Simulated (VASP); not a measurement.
# Hf in VASP: further runs

The runs below take Hf through work function, with PBE.

All numbers are computed with VASP 6.6.1; they aren't measurements. Logs are shortened: lines on timing, memory, paths and dates and some standing lists are left out, and cuts for length are marked.

### Step 1. The structure

The cell holds a sheet with vacuum, 1 atom: a = 2.779 Å, b = 2.779 Å, c = 23.800 Å, α = 90.00°, β = 90.00°, γ = 90.00°.

The cell was built by a generator and needn't be a form met in nature.

### Step 2. Work function, PBE

INCAR

```
PREC = Accurate
ENCUT = 520
EDIFF = 1E-6
ISMEAR = -1
SIGMA = 0.05
LREAL = False
LASPH = True
NELM = 60
ALGO = Normal
ISIF = 2
LWAVE = False
LCHARG = False
LDIPOL = True
IDIPOL = 3
DIPOL = 0.5 0.5 0.294
GGA = PE
EFIELD = 0.3
LVHAR = True
LVACPOTAV = True
```

KPOINTS

```
Automatic mesh
0
Gamma
  10 10 1
```

POSCAR

```
Hf
1.0
    2.7787600000      0.0000000000      0.0000000000
    0.0000000000      2.7787600000      0.0000000000
    0.0000000000      0.0000000000     23.8000000000
Hf
1
Direct
    0.0000000000      0.0000000000      0.2941200000
```

Potentials or basis: VASP PAW PBE potentials, release 64 (Hf_pv).

The run is started by

```bash
$ cat potpaw_PBE.64/Hf_pv/POTCAR > POTCAR
$ mpirun -np 1 vasp_std > vasp.out
```

OUTCAR:

```text
PREC = Accurate
   ENCUT = 520
   EDIFF = 1E-6
   ISMEAR = -1
   LREAL = False
   LASPH = True
   NELM = 60
   ISIF = 2
   GGA = PE

 ion  position               nearest neighbor table
   1  0.000  0.000  0.294-

  LATTYP: Found a simple tetragonal cell.
 ALAT       =     2.7787600000
 C/A-ratio  =     8.5649714261

  Lattice vectors:

 A1 = (   2.7787600000,   0.0000000000,   0.0000000000)
 A2 = (   0.0000000000,   2.7787600000,   0.0000000000)
 A3 = (   0.0000000000,   0.0000000000,  23.8000000000)

Analysis of symmetry for initial positions (statically):
=====================================================================
 Subroutine PRICEL returns:
 Original cell was already a primitive cell.

 Routine SETGRP: Setting up the symmetry group for a
 simple tetragonal supercell.

 Subroutine GETGRP returns: Found 16 space group operations
 (whereof  8 operations were pure point group operations)
 out of a pool of 16 trial point group operations.

The static configuration has the point symmetry C_4v.
 The point group associated with its full space group is D_4h.

Analysis of symmetry for dynamics (positions and initial velocities):
=====================================================================
 An external electric field (EFIELD) may reduce the allowed symmetry operations
 Subroutine PRICEL returns:
 Original cell was already a primitive cell.

 Routine SETGRP: Setting up the symmetry group for a
 simple tetragonal supercell.

 Subroutine GETGRP returns: Found  8 space group operations
 (whereof  8 operations were pure point group operations)
 out of a pool of 16 trial point group operations.

The dynamic configuration has the point symmetry C_4v.

 Subroutine INISYM returns: Found  8 space group operations
 (whereof  8 operations are pure point group operations),
 and found     1 'primitive' translations

----------------------------------------------------------------------------------------

                                     Primitive cell

  volume of cell :     183.7719

  direct lattice vectors                    reciprocal lattice vectors
     2.778760000  0.000000000  0.000000000     0.359872749  0.000000000  0.000000000
     0.000000000  2.778760000  0.000000000     0.000000000  0.359872749  0.000000000
     0.000000000  0.000000000 23.800000000     0.000000000  0.000000000  0.042016807

  length of vectors
     2.778760000  2.778760000 23.800000000     0.359872749  0.359872749  0.042016807

  position of ions in fractional coordinates (direct lattice)
     0.000000000  0.000000000  0.294120000

  ion indices of the primitive-cell ions
   primitive index   ion index
                 1           1

----------------------------------------------------------------------------------------

 KPOINTS: Automatic mesh

Automatic generation of k-mesh.
 Grid dimensions read from file:
 generate k-points for:   10   10    1

 Generating k-lattice:

  Cartesian coordinates                     Fractional coordinates (reciprocal lattice)
     0.035987275  0.000000000  0.000000000     0.100000000  0.000000000  0.000000000
     0.000000000  0.035987275  0.000000000     0.000000000  0.100000000  0.000000000
     0.000000000  0.000000000  0.042016807     0.000000000  0.000000000  1.000000000

  Length of vectors
     0.035987275  0.035987275  0.042016807

  Shift w.r.t. Gamma in fractional coordinates (k-lattice)
     0.000000000  0.000000000  0.000000000

 Subroutine IBZKPT returns following result:
 ===========================================

 Found     21 irreducible k-points:

 Following reciprocal coordinates:
            Coordinates               Weight
  0.000000  0.000000  0.000000      1.000000
  0.100000  0.000000  0.000000      4.000000
  0.200000  0.000000  0.000000      4.000000
  0.300000  0.000000  0.000000      4.000000
  0.400000  0.000000  0.000000      4.000000
  0.500000  0.000000  0.000000      2.000000
[... 13 lines left out ...]
  0.500000  0.400000  0.000000      4.000000
  0.500000  0.500000  0.000000      1.000000
   k-points           NKPTS =     21   k-points in BZ     NKDIM =     21   number of bands    NBANDS=      9
   number of dos      NEDOS =    301   number of ions     NIONS =      1
   total plane-waves  NPLWV = 103680
   dimension x,y,z NGX =    24 NGY =   24 NGZ =  180
   dimension x,y,z NGXF=    48 NGYF=   48 NGZF=  360
   ions per type =               1
   NGX,Y,Z   is equivalent  to a cutoff of  14.36, 14.36, 12.57 a.u.
   NGXF,Y,Z  is equivalent  to a cutoff of  28.72, 28.72, 25.15 a.u.
 SYSTEM =  unknown system
   PREC   = accura    normal or accurate (medium, high low for compatibility)
   ISTART =      0    job   : 0-new  1-cont  2-samecut
   ICHARG =      2    charge: 1-file 2-atom 10-const
   ISPIN  =      1    spin polarized calculation?
   LNONCOLLINEAR =      F non collinear calculations
   LSORBIT =      F    spin-orbit coupling
   LASPH  =      T    aspherical Exc in radial PAW
   ENCUT  =  520.0 eV  38.22 Ry    6.18 a.u.   5.17  5.17 44.25*2*pi/ulx,y,z
   NELM   =     60;   NELMIN=  2; NELMDL= -5     # of ELM steps
   EDIFF  = 0.1E-05   stopping-criterion for ELM
   LREAL  =      F    real-space projection
   EDIFFG = 0.1E-04   stopping-criterion for IOM
   NSW    =      0    number of steps for IOM
   IBRION =     -1    ionic relax: 0-MD 1-quasi-New 2-CG
   NFREE  =      0    steps in history (QN), initial steepest desc. (CG)
   ISIF   =      2    stress and relaxation
   ISYM   =      2    0-nonsym 1-usesym 2-fastsym
   POTIM  = 0.5000    time-step for ionic-motion
   TEBEG  =    0.0;   TEEND  =   0.0 temperature during run
   PSTRESS=    0.0 pullay stress
   NELECT =      10.0000    total number of electrons
   NUPDOWN=      -1.0000    fix difference up-down
   EMIN   =  10.00;   EMAX   =-10.00  energy-range for DOS
   EFERMI =   0.00;   METHOD = LEGACY
   ISMEAR =    -1;   SIGMA  =   0.05  broadening in eV -4-tet -1-fermi 0-gaus
   EFERMI_NEDOS =   21; number of points for ismear=-14 and -15
   IALGO  =     38    algorithm
   IMIX   =      4    mixing-type and parameters
     AMIX     =   0.40;   BMIX     =  1.00
     AMIX_MAG =   1.60;   BMIX_MAG =  1.00
  volume/ion in A,a.u.               =     183.77      1240.15
  Fermi-wavevector in a.u.,A,eV,Ry     =   0.620367  1.172323  5.236268  0.384855
  Thomas-Fermi vector in A             =   1.679493
   LORBIT       =      0    0 simple, 1 ext, 2 COOP (PROOUT), +10 PAW based schemes
   GGA     = PE    functional components
   LHFCALC =     F    Hartree Fock is set to
   AEXX    =    0.0000 exact exchange contribution
   IVDW    =     0    specifies the selected vdW correction
   LEPSILON=     F    determine dielectric tensor
   LRPA    =     F    only Hartree local field effects (RPA)
 non-spin polarized calculation
  energy-cutoff  :      520.00
  volume of cell :      183.77
 maximum number of plane-waves:      4993
 NGX is ok and might be reduce to    24
   NGX = 11   NGY = 11   NGZ = 89

 dipolmoment           0.000000      0.000000     -0.000001 electrons x Angstroem

 number of electron      10.0000000 magnetization

 dipolmoment           0.000000      0.000000      0.065195 electrons x Angstroem

 Free energy of the ion-electron system (eV)
  ---------------------------------------------------
  ext. energy  EPLUGINS =         0.00000000
  ---------------------------------------------------
  free energy    TOTEN  =        -7.48018155 eV

  energy without entropy =       -7.45901638  energy(sigma->0) =       -7.46959897

 E-fermi :  -3.1204     XC(G=0):  -2.1610

 val. band max:       -3.1226953731   @ k =   0.1000   0.1000   0.0000
 cond. band min:      -3.1203238876   @ k =   0.3000   0.3000   0.0000
 fundamental gap:      0.0023714855
 Fermi energy:        -3.1204093682

 k-point     1 :       0.0000    0.0000    0.0000
  band No.  band energies     occupation
      1     -34.1017      2.00000
      2     -33.1262      2.00000
      3     -33.1262      2.00000
      4      -8.3499      2.00000
      5      -4.6695      2.00000
      6      -3.4645      1.99795
      7      -2.8718      0.01375
      8      -0.3374      0.00000
      9       0.4951      0.00000

 k-point     2 :       0.1000    0.0000    0.0000
  band No.  band energies     occupation
      1     -34.0867      2.00000
      2     -33.2659      2.00000
      3     -33.1145      2.00000
      4      -8.0154      2.00000
      5      -4.4008      2.00000
      6      -3.2845      1.92766
      7      -2.9093      0.02893
      8      -0.1487      0.00000
      9       0.6073      0.00000

 k-point     3 :       0.2000    0.0000    0.0000
  band No.  band energies     occupation
      1     -34.0471      2.00000
      2     -33.6191      2.00000
      3     -33.0837      2.00000
      4      -7.1717      2.00000
      5      -3.7117      1.99999
      6      -3.1640      1.40994
      7      -2.6513      0.00017
      8       0.3520      0.00000
      9       0.6069      0.00000

 k-point     4 :       0.3000    0.0000    0.0000
  band No.  band energies     occupation
      1     -34.0327      2.00000
      2     -33.9977      2.00000
      3     -33.0455      2.00000
      4      -6.1522      2.00000
      5      -3.6964      1.99998
      6      -2.9508      0.06505
      7      -1.5712      0.00000
      8       0.7506      0.00000
      9       1.4389      0.00000
[... 169 lines left out ...]
 k-point    19 :       0.4000    0.4000    0.0000
  band No.  band energies     occupation
      1     -34.1914      2.00000
      2     -34.1776      2.00000
      3     -33.8230      2.00000
      4      -5.4782      2.00000
      5      -2.8855      0.01805
      6      -2.4024      0.00000
      7      -0.3941      0.00000
      8       2.4049      0.00000
      9       2.4621      0.00000

 k-point    20 :       0.5000    0.4000    0.0000
  band No.  band energies     occupation
      1     -34.2981      2.00000
      2     -34.1666      2.00000
      3     -33.8086      2.00000
      4      -5.7287      2.00000
      5      -2.9184      0.03461
      6      -2.4333      0.00000
      7      -0.0933      0.00000
      8       2.6098      0.00000
      9       3.6122      0.00000

 k-point    21 :       0.5000    0.5000    0.0000
  band No.  band energies     occupation
      1     -34.2796      2.00000
      2     -34.2796      2.00000
      3     -33.7943      2.00000
      4      -6.0063      2.00000
      5      -2.7027      0.00047
      6      -2.7027      0.00047
      7       0.1737      0.00000
      8       4.0199      0.00000
      9       4.0199      0.00000

------------------------ aborting loop because EDIFF is reached ----------------------------------------

  FORCE on cell =-STRESS in cart. coord.  units (eV):
  Direction    XX          YY          ZZ          XY          YZ          ZX
  --------------------------------------------------------------------------------------
  -------------------------------------------------------------------------------------
  Total       -0.1782684     -0.1782684     -0.0204658      0.0000000      0.0000000      0.0000000
  in kB       -1.5541966     -1.5541966     -0.1784272      0.0000000      0.0000000      0.0000000
  external PRESSURE =      -1.0956068 kB  Pullay stress =       0.0000000 kB

 VOLUME and BASIS-vectors are now :
 -----------------------------------------------------------------------------
  energy-cutoff  :      520.00
  volume of cell :      183.77
      direct lattice vectors                 reciprocal lattice vectors
     2.778760000  0.000000000  0.000000000     0.359872749  0.000000000  0.000000000
     0.000000000  2.778760000  0.000000000     0.000000000  0.359872749  0.000000000
     0.000000000  0.000000000 23.800000000     0.000000000  0.000000000  0.042016807

 POSITION                                       TOTAL-FORCE (eV/Angst)
 -----------------------------------------------------------------------------------
      0.00000      0.00000      7.00006         0.000000      0.000000     -0.000315
 -----------------------------------------------------------------------------------
    total drift:                               -0.000000      0.000000     -0.000315

  FREE ENERGIE OF THE ION-ELECTRON SYSTEM (eV)
  ---------------------------------------------------
  free  energy   TOTEN  =        -7.4801815456 eV

  energy  without entropy=       -7.4590163848  energy(sigma->0) =       -7.46959897
```

Wall time 38 s (1 thread of AMD EPYC 9R45 (Zen 5), shared host); peak memory 0.29 GiB.

Results:

| Quantity | Value |
| --- | --- |
| Free energy | -7.4802 eV |
| Band gap on the k mesh | none (metal or under the smearing width) |

### Step 3. Work function, PBE

INCAR

```
  PREC = Accurate
  ENCUT = 800
  EDIFF = 1E-6
  ISMEAR = 1
  SIGMA = 0.5
  LREAL = False
  LASPH = True
  NELM = 60
  ALGO = Normal
  ISIF = 2
  LWAVE = False
  LCHARG = False
  LDIPOL = True
  IDIPOL = 3
  DIPOL = 0.5 0.5 0.294
  GGA = PE
  EFIELD = -0.3
  LVHAR = True
  LVACPOTAV = True
```

KPOINTS

```
regular mesh
0
Gamma
  10 10 1
```

POSCAR is that of step 2.

Potentials or basis: VASP PAW PBE potentials, release 64 (Hf_pv).

The run is started by

```bash
$ cat potpaw_PBE.64/Hf_pv/POTCAR > POTCAR
$ mpirun -np 1 vasp_std > vasp.out
```

OUTCAR:

```text
PREC = Accurate
   ENCUT = 800
   EDIFF = 1E-6
   ISMEAR = 1
   LREAL = False
   LASPH = True
   NELM = 60
   ISIF = 2
   GGA = PE

 ion  position               nearest neighbor table
   1  0.000  0.000  0.294-

  LATTYP: Found a simple tetragonal cell.
 ALAT       =     2.7787600000
 C/A-ratio  =     8.5649714261

  Lattice vectors:

 A1 = (   2.7787600000,   0.0000000000,   0.0000000000)
 A2 = (   0.0000000000,   2.7787600000,   0.0000000000)
 A3 = (   0.0000000000,   0.0000000000,  23.8000000000)

Analysis of symmetry for initial positions (statically):
=====================================================================
 Subroutine PRICEL returns:
 Original cell was already a primitive cell.

 Routine SETGRP: Setting up the symmetry group for a
 simple tetragonal supercell.

 Subroutine GETGRP returns: Found 16 space group operations
 (whereof  8 operations were pure point group operations)
 out of a pool of 16 trial point group operations.

The static configuration has the point symmetry C_4v.
 The point group associated with its full space group is D_4h.

Analysis of symmetry for dynamics (positions and initial velocities):
=====================================================================
 An external electric field (EFIELD) may reduce the allowed symmetry operations
 Subroutine PRICEL returns:
 Original cell was already a primitive cell.

 Routine SETGRP: Setting up the symmetry group for a
 simple tetragonal supercell.

 Subroutine GETGRP returns: Found  8 space group operations
 (whereof  8 operations were pure point group operations)
 out of a pool of 16 trial point group operations.

The dynamic configuration has the point symmetry C_4v.

 Subroutine INISYM returns: Found  8 space group operations
 (whereof  8 operations are pure point group operations),
 and found     1 'primitive' translations
[... 111 lines left out ...]
  Fermi-wavevector in a.u.,A,eV,Ry     =   0.620367  1.172323  5.236268  0.384855
  Thomas-Fermi vector in A             =   1.679493
   LORBIT       =      0    0 simple, 1 ext, 2 COOP (PROOUT), +10 PAW based schemes
   GGA     = PE    functional components
   LHFCALC =     F    Hartree Fock is set to
   AEXX    =    0.0000 exact exchange contribution
   IVDW    =     0    specifies the selected vdW correction
   LEPSILON=     F    determine dielectric tensor
   LRPA    =     F    only Hartree local field effects (RPA)
 non-spin polarized calculation
 Methfessel and Paxton  Order N= 1 SIGMA  =   0.50
  energy-cutoff  :      800.00
  volume of cell :      183.77
 maximum number of plane-waves:      9485
 NGX is ok and might be reduce to    28
   NGX = 13   NGY = 13   NGZ =109

 number of electron      10.0000000 magnetization

 dipolmoment           0.000000      0.000000     -0.063203 electrons x Angstroem

 Free energy of the ion-electron system (eV)
  ---------------------------------------------------
  ext. energy  EPLUGINS =         0.00000000
  ---------------------------------------------------
  free energy    TOTEN  =        -7.47969201 eV

  energy without entropy =       -7.45846721  energy(sigma->0) =       -7.47261707

 E-fermi :  -3.1330     XC(G=0):  -2.1664

 val. band max:       -3.1401026046   @ k =   0.2000   0.1000   0.0000
 cond. band min:      -3.1161650147   @ k =   0.2000   0.2000   0.0000
 fundamental gap:      0.0239375900
 Fermi energy:        -3.1330463585

 k-point     1 :       0.0000    0.0000    0.0000
  band No.  band energies     occupation
      1     -34.1498      2.00000
      2     -33.1714      2.00000
      3     -33.1714      2.00000
      4      -8.3788      2.00000
      5      -4.7078      2.00008
      6      -3.4877      1.92616
      7      -2.8806      0.25436
      8      -0.3486     -0.00000
      9       0.4706     -0.00000
[... 229 lines left out ...]
 k-point    21 :       0.5000    0.5000    0.0000
  band No.  band energies     occupation
      1     -34.3242      2.00000
      2     -34.3242      2.00000
      3     -33.8428      2.00000
      4      -6.0399      2.00000
      5      -2.7358      0.02272
      6      -2.7358      0.02272
      7       0.1463     -0.00000
      8       3.9970     -0.00000
      9       3.9970     -0.00000

------------------------ aborting loop because EDIFF is reached ----------------------------------------

  FORCE on cell =-STRESS in cart. coord.  units (eV):
  Direction    XX          YY          ZZ          XY          YZ          ZX
  --------------------------------------------------------------------------------------
  -------------------------------------------------------------------------------------
  Total       -0.1510455     -0.1510455     -0.0175559      0.0000000      0.0000000      0.0000000
  in kB       -1.3168590     -1.3168590     -0.1530573      0.0000000      0.0000000      0.0000000
  external PRESSURE =      -0.9289251 kB  Pullay stress =       0.0000000 kB

 VOLUME and BASIS-vectors are now :
 -----------------------------------------------------------------------------
  energy-cutoff  :      800.00
  volume of cell :      183.77
      direct lattice vectors                 reciprocal lattice vectors
     2.778760000  0.000000000  0.000000000     0.359872749  0.000000000  0.000000000
     0.000000000  2.778760000  0.000000000     0.000000000  0.359872749  0.000000000
     0.000000000  0.000000000 23.800000000     0.000000000  0.000000000  0.042016807

 POSITION                                       TOTAL-FORCE (eV/Angst)
 -----------------------------------------------------------------------------------
      0.00000      0.00000      7.00006         0.000000      0.000000      0.000054
 -----------------------------------------------------------------------------------
    total drift:                                0.000000      0.000000      0.000054

  FREE ENERGIE OF THE ION-ELECTRON SYSTEM (eV)
  ---------------------------------------------------
  free  energy   TOTEN  =        -7.4796920059 eV

  energy  without entropy=       -7.4584672103  energy(sigma->0) =       -7.47261707
```

stdout:

```text
POSCAR found type information on POSCAR Hf
 POSCAR found :  1 types and       1 ions
 scaLAPACK will be used
 LDA part: xc-table for (Slater+PW92), standard interpolation
 POSCAR, INCAR and KPOINTS ok, starting setup
 FFT: planning ... GRIDC
[... 27 lines left out ...]
|           W    W  A    A  R    R  N    N  II  N    N   GGGG   !!!           |
|                                                                             |
|     Did not find any points to average over, which means that no vacuum     |
|     field-free region was found. Please increase the size of  your cell     |
|     in the dimension of the dipole correction to obtain accurate            |
|     workfunction values.                                                    |
|                                                                             |
 -----------------------------------------------------------------------------
```

Wall time 62 s (1 thread of AMD EPYC 9R45 (Zen 5), shared host); peak memory 0.41 GiB.

The run converged, but some of its settings lie outside the range that counts as converged (typed here: ISMEAR = 1; SIGMA = 0.5; ENCUT = 800), so its numbers aren't taken as properties of the sheet.

Results:

- Free energy: -7.4797 eV
- Band gap on the k mesh: none (metal or under the smearing width)

### Step 4. The reference run

An earlier run on the cell as given: functional PBE; potentials or basis VASP PAW PBE potentials, release 64 (Hf_pv); cutoff 520 eV; k mesh 10 × 10 × 1; occupations fermi-dirac, width 0.05 eV; no spin polarisation.

- Band gap on the k mesh: none (metal or under the smearing width)
- Work function of the upper face: 4.28 eV
- Work function of the lower face: 4.28 eV
